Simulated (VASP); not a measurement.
# Pb (C2/m) in VASP: further runs

Runs on Pb. Level: LDA. Tasks: single point.

All numbers are computed with VASP 6.6.1; they aren't measurements. Logs are shortened: lines on timing, memory, paths and dates and some standing lists are left out, and cuts for length are marked.

## (1) The structure

The structure is monoclinic, space group C2/m (No. 12). The conventional cell has a = 6.077 Å, b = 3.501 Å, c = 6.452 Å, α = 90.00°, β = 109.14°, γ = 90.00°. Pb (site symmetry m) is surrounded by 10 Pb at 3.34 to 3.51 Å.

This isn't the form of Pb at room conditions, which is fcc.

## (2) Single point, LDA

The input, INCAR:

```
SYSTEM = Pb
ADDGRID = .False. ; ALGO = Normal
EDIFF = 1E-6 ; ENCUT = 460
GGA = CA ; ISIF = 2
ISMEAR = 1 ; LASPH = .True.
LCHARG = .False. ; LREAL = .False.
LWAVE = .False. ; NELM = 100
PREC = Accurate ; SIGMA = 0.2
```

The input, KPOINTS:

```
k-points
0
Gamma
  12 12 6
  0 0 0
```

The input, POSCAR:

```
Pb
1.0
    3.0386068135     -1.7503199600      0.0000000000
    3.0386068135      1.7503199600      0.0000000000
   -2.1154626375      0.0000000000      6.0952248674
Pb
2
Direct
    0.9085084100      0.9085084100      0.7262922000
    0.0914915900      0.0914915900      0.2737078000
```

Potentials or basis: VASP PAW LDA potentials, release 64 (Pb_d).

Command:

```sh
$ cat potpaw_LDA.64/Pb_d/POTCAR > POTCAR
$ mpirun -np 1 vasp_std > vasp.out
```

OUTCAR:

```text
SYSTEM = Pb
   EDIFF = 1E-6
   ENCUT = 460
   GGA = CA
   ISIF = 2
   ISMEAR = 1
   LASPH = .True.
   LREAL = .False.
   NELM = 100
   PREC = Accurate

 Found    242 irreducible k-points:

 Following reciprocal coordinates:
            Coordinates               Weight
  0.000000  0.000000  0.000000      1.000000
  0.083333 -0.000000  0.000000      4.000000
  0.166667  0.000000  0.000000      4.000000
  0.250000  0.000000 -0.000000      4.000000
  0.333333  0.000000  0.000000      4.000000
  0.416667  0.000000  0.000000      4.000000
   k-points           NKPTS =    242   k-points in BZ     NKDIM =    242   number of bands    NBANDS=     18
   number of dos      NEDOS =    301   number of ions     NIONS =      2
   total plane-waves  NPLWV =  37632
   dimension x,y,z NGX =    28 NGY =   28 NGZ =   48
   dimension x,y,z NGXF=    56 NGYF=   56 NGZF=   96
   ions per type =               2
   NGX,Y,Z   is equivalent  to a cutoff of  13.27, 13.27, 12.37 a.u.
   NGXF,Y,Z  is equivalent  to a cutoff of  26.55, 26.55, 24.74 a.u.
 SYSTEM =  Pb
   PREC   = accura    normal or accurate (medium, high low for compatibility)
   ISTART =      0    job   : 0-new  1-cont  2-samecut
   ICHARG =      2    charge: 1-file 2-atom 10-const
   ISPIN  =      1    spin polarized calculation?
   LNONCOLLINEAR =      F non collinear calculations
   LSORBIT =      F    spin-orbit coupling
   LASPH  =      T    aspherical Exc in radial PAW
   ENCUT  =  460.0 eV  33.81 Ry    5.81 a.u.   6.13  6.13 11.28*2*pi/ulx,y,z
   NELM   =    100;   NELMIN=  2; NELMDL= -5     # of ELM steps
   EDIFF  = 0.1E-05   stopping-criterion for ELM
   LREAL  =      F    real-space projection
   EDIFFG = 0.1E-04   stopping-criterion for IOM
   NSW    =      0    number of steps for IOM
   IBRION =     -1    ionic relax: 0-MD 1-quasi-New 2-CG
   NFREE  =      0    steps in history (QN), initial steepest desc. (CG)
   ISIF   =      2    stress and relaxation
   ISYM   =      2    0-nonsym 1-usesym 2-fastsym
   POTIM  = 0.5000    time-step for ionic-motion
   TEBEG  =    0.0;   TEEND  =   0.0 temperature during run
   PSTRESS=    0.0 pullay stress
   NELECT =      28.0000    total number of electrons
   NUPDOWN=      -1.0000    fix difference up-down
   EMIN   =  10.00;   EMAX   =-10.00  energy-range for DOS
   EFERMI =   0.00;   METHOD = LEGACY
   ISMEAR =     1;   SIGMA  =   0.20  broadening in eV -4-tet -1-fermi 0-gaus
   EFERMI_NEDOS =   21; number of points for ismear=-14 and -15
   IALGO  =     38    algorithm
   IMIX   =      4    mixing-type and parameters
     AMIX     =   0.40;   BMIX     =  1.00
     AMIX_MAG =   1.60;   BMIX_MAG =  1.00
  volume/ion in A,a.u.               =      32.42       218.77
  Fermi-wavevector in a.u.,A,eV,Ry     =   1.237438  2.338420 20.833975  1.531254
  Thomas-Fermi vector in A             =   2.372006
   LORBIT       =      0    0 simple, 1 ext, 2 COOP (PROOUT), +10 PAW based schemes
   GGA     = CA    functional components
   LHFCALC =     F    Hartree Fock is set to
   AEXX    =    0.0000 exact exchange contribution
   IVDW    =     0    specifies the selected vdW correction
   LEPSILON=     F    determine dielectric tensor
   LRPA    =     F    only Hartree local field effects (RPA)
 non-spin polarized calculation
 Methfessel and Paxton  Order N= 1 SIGMA  =   0.20
  energy-cutoff  :      460.00
  volume of cell :       64.84
 maximum number of plane-waves:      1470
 NGX is ok and might be reduce to    28
   NGX = 13   NGY = 13   NGZ = 23

 number of electron      27.9999996 magnetization

 Free energy of the ion-electron system (eV)
  ---------------------------------------------------
  ext. energy  EPLUGINS =         0.00000000
  ---------------------------------------------------
  free energy    TOTEN  =        -8.32260435 eV

  energy without entropy =       -8.32211146  energy(sigma->0) =       -8.32244005

 E-fermi :   6.2587     XC(G=0): -10.0934

 val. band max:        6.2519558008   @ k =   0.5000   0.2500   0.3333
 cond. band min:       6.2606860676   @ k =   0.3333   0.1667   0.0000
 fundamental gap:      0.0087302668
 Fermi energy:         6.2587187030

 k-point     1 :       0.0000    0.0000    0.0000
  band No.  band energies     occupation
      1     -10.8241      2.00000
      2     -10.7146      2.00000
      3     -10.7138      2.00000
      4     -10.7109      2.00000
      5     -10.7107      2.00000
      6     -10.6871      2.00000
[... 10 lines left out ...]
     17      12.6943      0.00000
     18      12.8078      0.00000

 k-point     2 :       0.0833   -0.0000    0.0000
  band No.  band energies     occupation
      1     -10.8178      2.00000
      2     -10.7218      2.00000
      3     -10.7148      2.00000
      4     -10.6998      2.00000
      5     -10.6967      2.00000
      6     -10.6684      2.00000
[... 10 lines left out ...]
     17      12.6676      0.00000
     18      12.7566      0.00000

 k-point     3 :       0.1667    0.0000    0.0000
  band No.  band energies     occupation
      1     -10.8032      2.00000
      2     -10.7406      2.00000
      3     -10.7258      2.00000
      4     -10.6630      2.00000
      5     -10.6551      2.00000
      6     -10.6449      2.00000
[... 10 lines left out ...]
     17      12.2236      0.00000
     18      12.6597      0.00000

 k-point     4 :       0.2500    0.0000   -0.0000
  band No.  band energies     occupation
      1     -10.7969      2.00000
      2     -10.7589      2.00000
      3     -10.7381      2.00000
      4     -10.6812      2.00000
      5     -10.6333      2.00000
      6     -10.5991      2.00000
[... 10 lines left out ...]
     17      11.4837      0.00000
     18      12.5137      0.00000

 k-point     5 :       0.3333    0.0000    0.0000
  band No.  band energies     occupation
      1     -10.8125      2.00000
      2     -10.7737      2.00000
      3     -10.7453      2.00000
      4     -10.7201      2.00000
      5     -10.6327      2.00000
      6     -10.5518      2.00000
[... 10 lines left out ...]
     17      10.8284      0.00000
     18      11.7305      0.00000

 k-point     6 :       0.4167    0.0000    0.0000
  band No.  band energies     occupation
      1     -10.8302      2.00000
      2     -10.7877      2.00000
      3     -10.7673      2.00000
      4     -10.7275      2.00000
      5     -10.6383      2.00000
      6     -10.5405      2.00000
[... 10 lines left out ...]
     17      10.3919      0.00000
     18      10.4053      0.00000

 [... further k-points ...]

------------------------ aborting loop because EDIFF is reached ----------------------------------------

  FORCE on cell =-STRESS in cart. coord.  units (eV):
  Direction    XX          YY          ZZ          XY          YZ          ZX
  --------------------------------------------------------------------------------------
  -------------------------------------------------------------------------------------
  Total       -1.2852657     -1.2828770     -0.9731848      0.0000000      0.0000000     -0.0025388
  in kB      -31.7608293    -31.7017996    -24.0488444      0.0000000      0.0000000     -0.0627375
  external PRESSURE =     -29.1704911 kB  Pullay stress =       0.0000000 kB

 VOLUME and BASIS-vectors are now :
 -----------------------------------------------------------------------------
  energy-cutoff  :      460.00
  volume of cell :       64.84
      direct lattice vectors                 reciprocal lattice vectors
     3.038606813 -1.750319960  0.000000000     0.164549095 -0.285662057  0.057109864
     3.038606813  1.750319960  0.000000000     0.164549095  0.285662057  0.057109864
    -2.115462637  0.000000000  6.095224867     0.000000000  0.000000000  0.164062856

 POSITION                                       TOTAL-FORCE (eV/Angst)
 -----------------------------------------------------------------------------------
      3.98476      0.00000      4.42691         0.014658      0.000000     -0.077336
     -0.02300      0.00000      1.66831        -0.014658      0.000000      0.077336
 -----------------------------------------------------------------------------------
    total drift:                                0.000000      0.000000     -0.000000

  FREE ENERGIE OF THE ION-ELECTRON SYSTEM (eV)
  ---------------------------------------------------
  free  energy   TOTEN  =        -8.3226043477 eV

  energy  without entropy=       -8.3221114558  energy(sigma->0) =       -8.32244005
```

stdout:

```text
POSCAR found type information on POSCAR Pb
 POSCAR found :  1 types and       2 ions
 scaLAPACK will be used
 LDA part: xc-table for (Slater(with rela. corr.)+CA(PZ))
 , standard interpolation
 POSCAR, INCAR and KPOINTS ok, starting setup
 FFT: planning ... GRIDC
 FFT: planning ... GRID_SOFT
 FFT: planning ... GRID
 WAVECAR not read
 entering main loop
```

Wall time 67 s (1 thread of Intel Xeon 6975P-C (Granite Rapids), shared host); peak memory 0.3 GiB.

The run converged, but some of its settings lie outside the range that counts as converged, so its numbers aren't taken as properties of the crystal.

Results:

```yaml
Free_energy: -8.3226 eV
Pressure: -2.9 GPa
Largest_force: 0.079 eV/Å
Band_gap_on_the_k_mesh: none (metal or under the smearing width)
```

## (3) Single point, LDA

INCAR is that of step 2.

KPOINTS is that of step 2.

The input, POSCAR:

```
Pb
1.0
    3.0386068135     -1.7503199600      0.0000000000
    3.0386068135      1.7503199600      0.0000000000
   -2.1154626375      0.0000000000      6.0952248674
Pb
2
Direct
    0.9226740000      0.9042520000      0.7213670000
    0.1042030000      0.0659440000      0.2801110000
```

Potentials or basis: VASP PAW LDA potentials, release 64 (Pb_d).

Command:

```sh
$ cat potpaw_LDA.64/Pb_d/POTCAR > POTCAR
$ mpirun -np 1 vasp_std > vasp.out
```

OUTCAR:

```text
SYSTEM = Pb
   EDIFF = 1E-6
   ENCUT = 460
   GGA = CA
   ISIF = 2
   ISMEAR = 1
   LASPH = .True.
   LREAL = .False.
   NELM = 100
   PREC = Accurate

 Found    436 irreducible k-points:

 Following reciprocal coordinates:
            Coordinates               Weight
  0.000000  0.000000  0.000000      1.000000
  0.083333 -0.000000  0.000000      2.000000
  0.000000 -0.083333 -0.000000      2.000000
  0.166667  0.000000  0.000000      2.000000
 -0.000000 -0.166667  0.000000      2.000000
  0.250000  0.000000 -0.000000      2.000000
   k-points           NKPTS =    436   k-points in BZ     NKDIM =    436   number of bands    NBANDS=     18
   number of dos      NEDOS =    301   number of ions     NIONS =      2
   total plane-waves  NPLWV =  37632
   dimension x,y,z NGX =    28 NGY =   28 NGZ =   48
   dimension x,y,z NGXF=    56 NGYF=   56 NGZF=   96
   ions per type =               2
   NGX,Y,Z   is equivalent  to a cutoff of  13.27, 13.27, 12.37 a.u.
   NGXF,Y,Z  is equivalent  to a cutoff of  26.55, 26.55, 24.74 a.u.
 SYSTEM =  Pb
   PREC   = accura    normal or accurate (medium, high low for compatibility)
   ISTART =      0    job   : 0-new  1-cont  2-samecut
   ICHARG =      2    charge: 1-file 2-atom 10-const
   ISPIN  =      1    spin polarized calculation?
   LNONCOLLINEAR =      F non collinear calculations
   LSORBIT =      F    spin-orbit coupling
   LASPH  =      T    aspherical Exc in radial PAW
   ENCUT  =  460.0 eV  33.81 Ry    5.81 a.u.   6.13  6.13 11.28*2*pi/ulx,y,z
   NELM   =    100;   NELMIN=  2; NELMDL= -5     # of ELM steps
   EDIFF  = 0.1E-05   stopping-criterion for ELM
   LREAL  =      F    real-space projection
   EDIFFG = 0.1E-04   stopping-criterion for IOM
   NSW    =      0    number of steps for IOM
   IBRION =     -1    ionic relax: 0-MD 1-quasi-New 2-CG
   NFREE  =      0    steps in history (QN), initial steepest desc. (CG)
   ISIF   =      2    stress and relaxation
   ISYM   =      2    0-nonsym 1-usesym 2-fastsym
   POTIM  = 0.5000    time-step for ionic-motion
   TEBEG  =    0.0;   TEEND  =   0.0 temperature during run
   PSTRESS=    0.0 pullay stress
   NELECT =      28.0000    total number of electrons
   NUPDOWN=      -1.0000    fix difference up-down
   EMIN   =  10.00;   EMAX   =-10.00  energy-range for DOS
   EFERMI =   0.00;   METHOD = LEGACY
   ISMEAR =     1;   SIGMA  =   0.20  broadening in eV -4-tet -1-fermi 0-gaus
   EFERMI_NEDOS =   21; number of points for ismear=-14 and -15
   IALGO  =     38    algorithm
   IMIX   =      4    mixing-type and parameters
     AMIX     =   0.40;   BMIX     =  1.00
     AMIX_MAG =   1.60;   BMIX_MAG =  1.00
  volume/ion in A,a.u.               =      32.42       218.77
  Fermi-wavevector in a.u.,A,eV,Ry     =   1.237438  2.338420 20.833975  1.531254
  Thomas-Fermi vector in A             =   2.372006
   LORBIT       =      0    0 simple, 1 ext, 2 COOP (PROOUT), +10 PAW based schemes
   GGA     = CA    functional components
   LHFCALC =     F    Hartree Fock is set to
   AEXX    =    0.0000 exact exchange contribution
   IVDW    =     0    specifies the selected vdW correction
   LEPSILON=     F    determine dielectric tensor
   LRPA    =     F    only Hartree local field effects (RPA)
 non-spin polarized calculation
 Methfessel and Paxton  Order N= 1 SIGMA  =   0.20
  energy-cutoff  :      460.00
  volume of cell :       64.84
 maximum number of plane-waves:      1470
 NGX is ok and might be reduce to    28
   NGX = 13   NGY = 13   NGZ = 23

 number of electron      28.0000003 magnetization

 Free energy of the ion-electron system (eV)
  ---------------------------------------------------
  ext. energy  EPLUGINS =         0.00000000
  ---------------------------------------------------
  free energy    TOTEN  =        -8.32291769 eV

  energy without entropy =       -8.32270655  energy(sigma->0) =       -8.32284731

 E-fermi :   6.2578     XC(G=0): -10.0821

 val. band max:        6.2562880820   @ k =   0.5000   0.0833  -0.1667
 cond. band min:       6.2600795816   @ k =  -0.0833  -0.2500  -0.3333
 fundamental gap:      0.0037914996
 Fermi energy:         6.2578186764

 k-point     1 :       0.0000    0.0000    0.0000
  band No.  band energies     occupation
      1     -10.8017      2.00000
      2     -10.7211      2.00000
      3     -10.7200      2.00000
      4     -10.7200      2.00000
      5     -10.7179      2.00000
      6     -10.7091      2.00000
[... 10 lines left out ...]
     17      12.7796      0.00000
     18      12.8809      0.00000
[... 85 lines left out ...]
 k-point     6 :       0.2500    0.0000   -0.0000
  band No.  band energies     occupation
      1     -10.7980      2.00000
      2     -10.7566      2.00000
      3     -10.7509      2.00000
      4     -10.6804      2.00000
      5     -10.6528      2.00000
      6     -10.6028      2.00000
[... 10 lines left out ...]
     17      11.5758      0.00000
     18      12.5497      0.00000

 [... further k-points ...]

------------------------ aborting loop because EDIFF is reached ----------------------------------------

  FORCE on cell =-STRESS in cart. coord.  units (eV):
  Direction    XX          YY          ZZ          XY          YZ          ZX
  --------------------------------------------------------------------------------------
  -------------------------------------------------------------------------------------
  Total       -1.0692095     -1.1360100     -0.8595198     -0.0141552     -0.0362001     -0.0882504
  in kB      -26.4217568    -28.0724982    -21.2400125     -0.3497948     -0.8945580     -2.1807995
  external PRESSURE =     -25.2447558 kB  Pullay stress =       0.0000000 kB

 VOLUME and BASIS-vectors are now :
 -----------------------------------------------------------------------------
  energy-cutoff  :      460.00
  volume of cell :       64.84
      direct lattice vectors                 reciprocal lattice vectors
     3.038606813 -1.750319960  0.000000000     0.164549095 -0.285662057  0.057109864
     3.038606813  1.750319960  0.000000000     0.164549095  0.285662057  0.057109864
    -2.115462637  0.000000000  6.095224867     0.000000000  0.000000000  0.164062856

 POSITION                                       TOTAL-FORCE (eV/Angst)
 -----------------------------------------------------------------------------------
      4.02528     -0.03224      4.39689        -0.014325     -0.008944      0.074279
     -0.07555     -0.06697      1.70734         0.014325      0.008944     -0.074279
 -----------------------------------------------------------------------------------
    total drift:                                0.000010     -0.000002      0.000016

  FREE ENERGIE OF THE ION-ELECTRON SYSTEM (eV)
  ---------------------------------------------------
  free  energy   TOTEN  =        -8.3229176903 eV

  energy  without entropy=       -8.3227065460  energy(sigma->0) =       -8.32284731
```

stdout:

```text
POSCAR found type information on POSCAR Pb
 POSCAR found :  1 types and       2 ions
 scaLAPACK will be used
 LDA part: xc-table for (Slater(with rela. corr.)+CA(PZ))
 , standard interpolation
 POSCAR, INCAR and KPOINTS ok, starting setup
 FFT: planning ... GRIDC
 FFT: planning ... GRID_SOFT
 FFT: planning ... GRID
 WAVECAR not read
 entering main loop
```

Run time: 2 min. Hardware: 1 thread of Intel Xeon 6975P-C (Granite Rapids), shared host; peak memory 0.43 GiB.

The run converged, but some of its settings lie outside the range that counts as converged, so its numbers aren't taken as properties of the crystal.

What came out:

```yaml
Free_energy: -8.3229 eV
Pressure: -2.5 GPa
Largest_force: 0.076 eV/Å
Band_gap_on_the_k_mesh: none (metal or under the smearing width)
```

(Part 1 of 2 ends here.)
